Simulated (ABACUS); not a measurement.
Crystal: SiO2.

```
CELL_PARAMETERS angstrom
-2.47729 2.47729 3.65567
2.47729 -2.47729 3.65567
2.47729 2.47729 -3.65567
ATOMIC_POSITIONS crystal
Si 0.75000 0.25000 0.50000
Si 0.00000 0.00000 0.00000
O 0.87500 0.02821 0.65321
O 0.77821 0.12500 0.15321
O 0.97179 0.62500 0.84679
O 0.37500 0.22179 0.34679
```

The cell comes from a database or a generator and needn't be the stable form of this composition.

- Program: ABACUS 3.10.1
- Task: single point
- Functional: PBE
- Potentials or basis: PseudoDojo NC SR 0.4.1 PBE standard
- Cutoff: 1143 eV
- Density cutoff: 4572 eV
- Basis: plane waves
- k mesh: 8 × 8 × 8
- Occupations: fermi-dirac, width 0.05 eV
- Spin: no spin polarisation

On this cell: pressure 3.9 GPa; largest force 0.229 eV/Å; band gap on the k mesh 5.96 eV, direct.

The same run follows on a disturbed copy (atoms moved at random, drawn with an rms of 0.05 Å):

```
Si O
1.0
    -2.47729    2.47729    3.65567
     2.47729   -2.47729    3.65567
     2.47729    2.47729   -3.65567
Si O
2 4
Direct
  0.74618 0.24992 0.50364
  0.00524 0.99513 0.00944
  0.87470 0.03536 0.65694
  0.78566 0.13328 0.16771
  0.96721 0.61505 0.83692
  0.38207 0.22429 0.35237
```

Problem. What does the disturbed cell give?

Solution. The energy moves by +34.4 meV/atom; pressure 5.9 GPa; largest force 2.750 eV/Å; band gap on the k mesh 5.89 eV, direct.

Forces in eV/Å, atoms in the order of the input:
```
Si  -1.223  0.616  0.560
Si   0.184 -1.472  0.782
O   -0.276  2.155 -1.686
O   -1.131 -0.214  0.479
O    1.993  0.677  1.310
O    0.453 -1.761 -1.445
```

Stress tensor (GPa, compression positive):
```
 6.01 -0.93  1.93
-0.93  5.88  3.06
 1.93  3.06  5.72
```

Caveats: there are fewer bands than atomic start orbitals, so a level may be missed at k points of high symmetry.

A k mesh can miss the band edges.
